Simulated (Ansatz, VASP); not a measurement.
## One calculation of GaP, two programs

File INCAR:

```
PREC = Accurate
ENCUT = 520
EDIFF = 1E-6
ISMEAR = -1
SIGMA = 0.05
LREAL = False
LASPH = True
NELM = 100
ALGO = Normal
ISIF = 2
LWAVE = False
LCHARG = False
GGA = PS
```

The input KPOINTS:

```
Automatic mesh
0
Gamma
  6 6 6
```

POSCAR

```
GaP
1.0
    0.0000000000      2.7252500000      2.7252500000
    2.7252500000      0.0000000000      2.7252500000
    2.7252500000      2.7252500000      0.0000000000
Ga P
1 1
Direct
    0.0000000000      0.0000000000      0.0000000000
    0.7500000000      0.7500000000      0.7500000000
```

KPOINTS_OPT

```
path GXWKGLUWLK,UX
10
line-mode
reciprocal
 0.0000000000  0.0000000000  0.0000000000  G
 0.5000000000  0.0000000000  0.5000000000  X

 0.5000000000  0.0000000000  0.5000000000  X
 0.5000000000  0.2500000000  0.7500000000  W

 0.5000000000  0.2500000000  0.7500000000  W
 0.3750000000  0.3750000000  0.7500000000  K

 0.3750000000  0.3750000000  0.7500000000  K
 0.0000000000  0.0000000000  0.0000000000  G

 0.0000000000  0.0000000000  0.0000000000  G
 0.5000000000  0.5000000000  0.5000000000  L

 0.5000000000  0.5000000000  0.5000000000  L
 0.6250000000  0.2500000000  0.6250000000  U

 0.6250000000  0.2500000000  0.6250000000  U
 0.5000000000  0.2500000000  0.7500000000  W

 0.5000000000  0.2500000000  0.7500000000  W
 0.5000000000  0.5000000000  0.5000000000  L

 0.5000000000  0.5000000000  0.5000000000  L
 0.3750000000  0.3750000000  0.7500000000  K

 0.6250000000  0.2500000000  0.6250000000  U
 0.5000000000  0.0000000000  0.5000000000  X
```

input.yaml

```yaml
crystal:
  lattice:
    - [0.0, 2.72525, 2.72525]
    - [2.72525, 0.0, 2.72525]
    - [2.72525, 2.72525, 0.0]
  atoms:
    - { symbol: Ga, position: [0.0, 0.0, 0.0] }
    - { symbol: P, position: [0.75, 0.75, 0.75] }
hamiltonian:
  xc: pbesol
  pseudopotentials: { kind: paw }
kpoints:
  mp_grid: { grid: [6, 6, 6] }
  band_path:
    path:
      - [[0.0, 0.0, 0.0], [0.5, 0.0, 0.5], [0.5, 0.25, 0.75], [0.375, 0.375, 0.75], [0.0, 0.0, 0.0], [0.5, 0.5, 0.5], [0.625, 0.25, 0.625], [0.5, 0.25, 0.75], [0.5, 0.5, 0.5], [0.375, 0.375, 0.75]]
      - [[0.625, 0.25, 0.625], [0.5, 0.0, 0.5]]
    npoints: 14
scf:
  occupations: { method: fermi_dirac, width: 0.05 }
  n_extra_bands: 6
output:
  forces: true
  stress: true
  eigenvalues: true
  fatbands: false
```

Alike in both runs: task band structure; functional PBEsol; k mesh 6 × 6 × 6; occupations fermi-dirac, width 0.05 eV; no spin polarisation.

```csv
,VASP,Ansatz
version,VASP 6.6.1,Ansatz 0.2.0
potentials or method,"VASP PAW PBE potentials, release 64 (Ga_d, P)",Ansatz PAW
plane-wave cutoff (eV),520,420
valence electrons in the cell,18,18
```

```tsv
	VASP	Ansatz	Ansatz less VASP
gap on the k mesh at the Fermi level (eV)	1.51	1.51	-0.002
least direct gap on the mesh (eV)	1.75	1.74	-0.007
gap along the band path (eV)	1.47	1.46	-0.006
pressure (GPa)	-0.6	-0.5	+0.07
```

The functional is the same, so the differences come from potentials, cutoffs and numerics.

Caveats: the PAW data sets were made with another functional, which shifts forces and pressure a little (VASP); the PAW data sets come from PBE, with cores solved anew for the run's functional, which leaves a small shift of forces and pressure (Ansatz). A hybrid or GW would open this gap; PBEsol tends to underestimate it.
